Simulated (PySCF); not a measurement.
An unknown is described by computed data only.

Elements present: C, H and N. Monoisotopic mass: 94.0651 u (electron mass counted); charge +1.

* Rotational structure: rotational constants A, B, C: 5.763, 2.648, 1.835 GHz [GFN2-xTB]
* NMR, other nuclei: isotropic shieldings of nuclei other than C and H, by class: 42 (1 N) ppm [GIAO PBE0/pcSseg-1]
* UV, first state: lowest singlet excitation: 5.53 eV (224 nm, f = 0.070) [TDDFT PBE0/def2-SVPD]
* 13C NMR: chemical shifts (computed TMS as zero) by class: 157.0 (1 C), 150.2 (2 C), 138.2 (2 C), 47.9 (1 C) ppm [GIAO PBE0/pcSseg-1]
* Polarisability: 68.0 au [PBE0/def2-SVPD]
* Triplet: lowest triplet excitation (Tamm–Dancoff): 4.14 eV [TDA PBE0/def2-SVPD]
* UV, strongest line: among the 8 lowest singlet transitions: S5 at 7.32 eV (169 nm, f = 0.623) [TDDFT PBE0/def2-SVPD]
* 1H NMR: chemical shifts (computed TMS as zero) by class: 9.14 (1 H), 8.72 (2 H), 8.59 (2 H), 4.63 (3 H) ppm [GIAO PBE0/pcSseg-1]

Gas-phase values; electronic properties from PySCF, density fitting. Levels stand in brackets. Isolated species at its GFN2-xTB geometry, gas phase. NMR values are class means; diastereotopic atoms form classes of their own.

Question: Which formula fits the mass and the elements?

Answer: C6H8N (calculated 94.0651). No other formula that holds each of these elements comes within 0.0003 u with a fitting electron parity and a possible valence count.

Question: What is the compound? Reason from the data.

Answer: Numbering: `[CH3:1][n+:2]1[cH:3][cH:4][cH:5][cH:6][cH:7]1`. 6 carbons fall into 4 classes; from least to most shielded: aromatic CH carbon [C5] (157.0 ppm), aromatic CH next to a ring nitrogen [C3/C7] (150.2 ppm, 2 C), aromatic CH carbon [C4/C6] (138.2 ppm, 2 C), N-methyl carbon [C1] (47.9 ppm). Hydrogen classes from least to most shielded: 1 H on an aromatic CH carbon, C5 (9.14 ppm), 2 H on 2 like atoms (aromatic CH next to a ring nitrogen), C3/C7 (8.72 ppm), 2 H on 2 aromatic CH carbons, C4/C6 (8.59 ppm), 3 H on an N-methyl carbon, C1 (4.63 ppm, a mean of values up to 0.5 ppm apart in this geometry). The other shieldings belong to: 42 ppm, pyridinium-type nitrogen [N2]. S1 is mainly HOMO→LUMO (weight 0.82); the largest Löwdin shares of the orbital it empties are 0.23 on an aromatic CH next to a ring nitrogen, 0.22 on an aromatic CH next to a ring nitrogen, 0.19 on an aromatic CH carbon and 0.18 on an aromatic CH carbon, of the orbital it fills 0.24 on an aromatic CH carbon, 0.20 on the pyridinium-type nitrogen, 0.15 on an aromatic CH next to a ring nitrogen and 0.14 on an aromatic CH next to a ring nitrogen. By its constants the optimised geometry is an asymmetric top. Structure: `c1cc[n+](cc1)C` (N-methylpyridinium). Computed isomers that give other values at the same levels: `[NH3+]c1ccccc1` (13C chemical shifts (computed TMS as zero) by class: 144.2 (1 C), 140.8 (2 C), 128.8 (1 C), 126.2 (2 C) ppm). The assignments are read from this structure; whether some other isomer fits the data as well wasn't checked.
